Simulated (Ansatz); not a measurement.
Method: DFT PBE, scalar-relativistic, plane waves, PAW in Ansatz. Settings: cutoff 420 eV, Γ-centred meshes spaced at most about 0.3 Å⁻¹ (2π included), Gaussian smearing. No spin polarisation.

Temperature and zero-point effects are left out.

Question: Which of these relaxed structures of HfSi₃O₈ is the lowest in energy?
A.

```xyz
12
Lattice="3.7653 -3.8344 0.0000 3.7653 3.8344 0.0000 -0.0061 0.0000 7.5922" Properties=species:S:1:pos:R:3 pbc="T T T"
Hf    3.7653   -3.6816    0.0000
Si    2.0599    1.9193    2.0403
Si    5.4646    1.9193    5.5520
Si    3.7623   -0.1735    3.7961
O     3.2019    2.9730    1.5663
O     2.9191   -1.1406    4.7950
O     1.4538    1.2442    0.6821
O     4.8206    0.7623    4.6033
O     6.0707    1.2442    6.9101
O     2.7039    0.7623    2.9889
O     4.3226    2.9730    6.0259
O     4.6054   -1.1406    2.7972
```

B.

```xyz
12
Lattice="3.0430 -3.1727 0.0000 3.0430 3.1727 0.0000 0.0000 0.0000 5.7323" Properties=species:S:1:pos:R:3 pbc="T T T"
Hf    3.0430    0.0000    2.8661
Si    0.0000    0.0000    4.3721
Si    0.0000    0.0000    1.3602
Si    3.0430    0.0000    0.0000
O     4.2865    0.0000    4.4676
O     4.2865    0.0000    1.2647
O     3.0430   -1.9438    0.0000
O     3.0430   -2.0667    2.8661
O     1.7996    0.0000    4.4676
O     1.7996    0.0000    1.2647
O     3.0430    1.9438    0.0000
O     3.0430    2.0667    2.8661
```

C.

```xyz
12
Lattice="5.5015 0.0000 0.0000 0.0000 5.5015 0.0000 0.0000 0.0000 7.9864" Properties=species:S:1:pos:R:3 pbc="T T T"
Hf    0.0000    0.0000    3.9932
Si    2.7507    0.0000    6.2237
Si    0.0000    2.7507    1.7627
Si    2.7507    2.7507    0.0000
O     4.0368    0.0000    5.2440
O     1.3702    2.7507    0.8712
O     1.4647    0.0000    5.2440
O     4.1313    2.7507    0.8712
O     0.0000    1.4647    2.7424
O     2.7507    4.1313    7.1152
O     0.0000    4.0368    2.7424
O     2.7507    1.3702    7.1152
```

Answer: A. The next of these, C, lies 13 meV/atom higher. Forms: A C2; C P-4m2; B Cmmm. Counting O atoms around Hf and Si (those within 1.25 times the shortest such distance or 1.15 times the sum of covalent radii, 1.27 where that leaves under three; a plus sign parts nearer from farther groups; a slash parts the counts of unlike sites): A has Hf 4, Si 4; C has Hf 4, Si 4; B has Hf 6, Si 4+2/6. Origin: A, invented, then shaken at random and relaxed again; B and C, invented. Shaken at random and relaxed again, C falls into A, 13 meV/atom lower, so it is a saddle point or a shallow minimum.

These runs have no spin–orbit coupling, which can matter for Hf. Cells without such a test can be saddle points. Some types were kept out of the candidates beforehand, so the set may lack a known form.
